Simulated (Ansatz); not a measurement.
A 12-atom cell of HfSi3O8 built on the anatase structure (relaxed group Cm) at its r2SCAN geometry, run in Ansatz 0.2.0 at 2 levels of theory. (Calculated; spin-unpolarised; the phase may be known or hypothetical.)

The HSE06 input:
```yaml
crystal:
  lattice:
    - [4.8360953708, -1.8125612748, 0.0095432177]
    - [4.8360953708, 1.8125612748, 0.0095432177]
    - [-2.5796139542, 0.0, 6.7598254137]
  atoms:
    - { symbol: Hf, position: [-0.0073123036, -0.0073123036, 0.0054037878] }
    - { symbol: Si, position: [0.2659281144, 0.2659281144, 0.3842022686] }
    - { symbol: O, position: [0.4627038425, 0.4627038425, 0.4803141507] }
    - { symbol: O, position: [0.2223776084, 0.2223776084, 0.1144624593] }
    - { symbol: O, position: [0.0637964434, 0.0637964434, 0.2997434045] }
    - { symbol: O, position: [0.8101824673, 0.8101824673, 0.4040963768] }
    - { symbol: Si, position: [0.0106053404, 0.0106053404, 0.504544727] }
    - { symbol: Si, position: [0.2348271191, 0.2348271191, 0.8608971503] }
    - { symbol: O, position: [0.4215388858, 0.4215388858, 0.9514064259] }
    - { symbol: O, position: [0.2136296158, 0.2136296158, 0.6061524763] }
    - { symbol: O, position: [0.0446007013, 0.0446007013, 0.7573335788] }
    - { symbol: O, position: [0.7571221652, 0.7571221652, 0.881443194] }
kpoints:
  mp_grid: { grid: [4, 4, 2] }
  band_path:
    path:
      - [0.0, 0.0, 0.0]
      - [-0.2901721112, 0.2901721112, 0.0]
      - [0.2901721112, 0.7098278888, 0.0]
      - [0.5, 0.5, 0.0]
      - [0.5, 0.5, -0.5]
      - [0.2711245724, 0.7288754276, -0.5]
      - [-0.2711245724, 0.2711245724, -0.5]
      - [0.0, 0.0, -0.5]
      - [0.0, 0.5, -0.5]
      - [0.244792, -0.25, 0.0]
      - [0.421875, -0.427083, -0.5]
      - [-0.2611549001, 0.2611549001, 0.0]
    npoints: 1
hamiltonian:
  xc: hse06
scf:
  occupations: { method: fixed }
  n_extra_bands: 7
output:
  forces: true
  stress: true
  eigenvalues: true
```

Main results, then, where recorded, the levels near the gap in eV from the Fermi energy (columns number the bands from 0), one row a point of the path (Γ, C, C₂, Y₂, M₂, D, D₂, A, L₂, (0.245, -1/4, 0), (0.422, -0.427, -1/2), Γ–C (0.90)):
```
Crystal: 12 atoms, lattice volume = 118.599 Å³
Symmetry: 2 space group operations
Space group: Cm (ITA 8)
```
```
Basis set: ecut = 420 eV, 2315 PW (Γ)
Bands: 50, of which v1, the nominal top of the filled ones, is band 43 counted from 1 (42 counted from 0)
k-points: 14 of 32 (time reversal used)
Exchange kernel: α = 0.2500, screened, ω = 0.2079 Å⁻¹, Wigner–Seitz truncation, v(0) = 1029.8623 eV·Å³, q-mesh 4×4×2
hybrid outer 1: dexx = +3.877e-2 eV, tail = 1.02e-3 eV
hybrid outer 2: dexx = +2.404e-6 eV, tail = 1.78e-7 eV, Δε = 6.98e-3 eV, ΔF = 4.49e-3 eV/Å
hybrid outer 3: dexx = +2.076e-9 eV, tail = 1.97e-9 eV, Δε = 1.29e-4 eV, ΔF = 6.81e-5 eV/Å
Free energy (F): -22181.170085 eV
Fermi energy:    8.177707 eV
--- Forces (eV/Å), atoms counted from 1 ---
  atom   1  Hf    -0.01566      0.00000    -0.02127
  atom   2  Si      0.01512      0.00000      0.02833
  atom   3  O     -0.10880      0.00000    -0.05249
  atom   4  O     -0.06665      0.00000      0.01001
  atom   5  O       0.08185      0.00000      0.10309
  atom   6  O       0.08630      0.00000      0.03248
  atom   7  Si      0.02686      0.00000      0.01463
  atom   8  Si      0.00780      0.00000    -0.03662
  atom   9  O     -0.09120      0.00000    -0.02712
  atom  10  O     -0.10529      0.00000    -0.07116
  atom  11  O       0.11752      0.00000    -0.01123
  atom  12  O       0.05213      0.00000      0.03130
--- Stress (GPa, compression-positive) ---
       -1.252402       0.000000      -0.208783
        0.000000      -0.565710       0.000000
       -0.208782       0.000000      -0.801742
  P = ⅓ Tr σ = -0.8733 GPa (-8.733 kbar)
```
```tsv
band_39	band_40	band_41	band_42	band_43	band_44	band_45
-1.370	-1.002	-0.831	-0.717	6.573	6.820	7.701
-1.531	-1.142	-0.917	-0.040	6.513	7.159	8.324
-1.531	-1.142	-0.917	-0.040	6.513	7.159	8.324
-1.463	-0.986	-0.692	-0.587	6.835	7.196	8.013
-1.243	-1.112	-1.027	-0.765	6.562	6.807	8.569
-1.494	-0.872	-0.720	-0.098	6.398	7.085	8.299
-1.494	-0.872	-0.720	-0.098	6.398	7.085	8.299
-1.310	-1.290	-1.135	-0.735	6.916	7.314	7.722
-1.215	-0.906	-0.839	-0.100	6.487	7.020	8.292
-1.552	-1.230	-0.929	0.000	6.488	7.220	8.357
-1.390	-1.058	-0.842	-0.494	6.428	7.303	8.636
-1.560	-1.204	-0.922	-0.004	6.477	7.198	8.360
```

With HSE06 the valence top lies at k = (0.245, -1/4, 0) and the conduction bottom at D, 6.40 eV higher; the smallest vertical gap, at Γ–C (0.90 of the way from Γ), is 6.48 eV. The lowest empty level at k = (0.422, -0.427, -1/2) lies only 30 meV higher, so the place of the conduction bottom isn't settled.

Problem. In the first input these blocks are replaced (the band path and keys that only write files left aside):
```yaml
hamiltonian:
  xc: pbe0
```
What comes out?

Solution.
```
Basis set: ecut = 420 eV, 2315 PW (Γ)
Bands: 50, of which v1, the nominal top of the filled ones, is band 43 counted from 1 (42 counted from 0)
k-points: 14 of 32 (time reversal used)
Exchange kernel: α = 0.2500, full range, Wigner–Seitz truncation, v(0) = 8323.2795 eV·Å³, q-mesh 4×4×2
hybrid outer 1: dexx = +4.941e-2 eV, tail = 1.11e-3 eV
hybrid outer 2: dexx = +3.143e-6 eV, tail = 3.08e-7 eV, Δε = 7.82e-3 eV, ΔF = 4.38e-3 eV/Å
hybrid outer 3: dexx = +2.516e-9 eV, tail = 2.21e-9 eV, Δε = 1.27e-4 eV, ΔF = 5.97e-5 eV/Å
Free energy (F): -22180.083742 eV
Fermi energy:    7.775743 eV
--- Forces (eV/Å), atoms counted from 1 ---
  atom   1  Hf    -0.01385      0.00000    -0.01997
  atom   2  Si      0.01902      0.00000      0.03124
  atom   3  O     -0.10712      0.00000    -0.05176
  atom   4  O     -0.05839      0.00000      0.01375
  atom   5  O       0.07400      0.00000      0.11230
  atom   6  O       0.08251      0.00000      0.03068
  atom   7  Si      0.02761      0.00000      0.01495
  atom   8  Si      0.01030      0.00000    -0.04221
  atom   9  O     -0.09724      0.00000    -0.03027
  atom  10  O     -0.10052      0.00000    -0.06739
  atom  11  O       0.12097      0.00000    -0.01978
  atom  12  O       0.04268      0.00000      0.02842
--- Stress (GPa, compression-positive) ---
       -1.234740       0.000000      -0.190929
        0.000000      -0.538096       0.000000
       -0.190928       0.000000      -0.803145
  P = ⅓ Tr σ = -0.8587 GPa (-8.587 kbar)
```
```tsv
band_39	band_40	band_41	band_42	band_43	band_44	band_45
-1.376	-0.998	-0.830	-0.718	7.333	7.603	8.482
-1.536	-1.140	-0.917	-0.040	7.288	7.942	9.113
-1.536	-1.140	-0.917	-0.040	7.288	7.942	9.113
-1.472	-0.983	-0.691	-0.587	7.620	7.978	8.789
-1.246	-1.113	-1.028	-0.767	7.339	7.590	9.347
-1.494	-0.874	-0.717	-0.098	7.172	7.867	9.088
-1.494	-0.874	-0.717	-0.098	7.172	7.867	9.088
-1.315	-1.291	-1.136	-0.736	7.701	8.098	8.494
-1.216	-0.906	-0.839	-0.101	7.261	7.802	9.082
-1.558	-1.229	-0.930	0.000	7.263	8.003	9.147
-1.392	-1.056	-0.843	-0.494	7.204	8.088	9.417
-1.566	-1.202	-0.923	-0.004	7.252	7.981	9.150
```
PBE0 gives an indirect gap of 7.17 eV, from k = (0.245, -1/4, 0) to D; the least direct gap is 7.26 eV at Γ–C (0.90 of the way from Γ). The lowest empty level at k = (0.422, -0.427, -1/2) lies only 32 meV higher, so the place of the conduction bottom isn't settled. With the atoms held, the mean pressure is -0.9 GPa (compression positive). The stress of a hybrid is loosely converged here.

Totals of different functionals can't be compared.

Spin-orbit coupling is left out.

The meshes of the hybrids are coarse, so their gaps aren't converged to the digits shown.
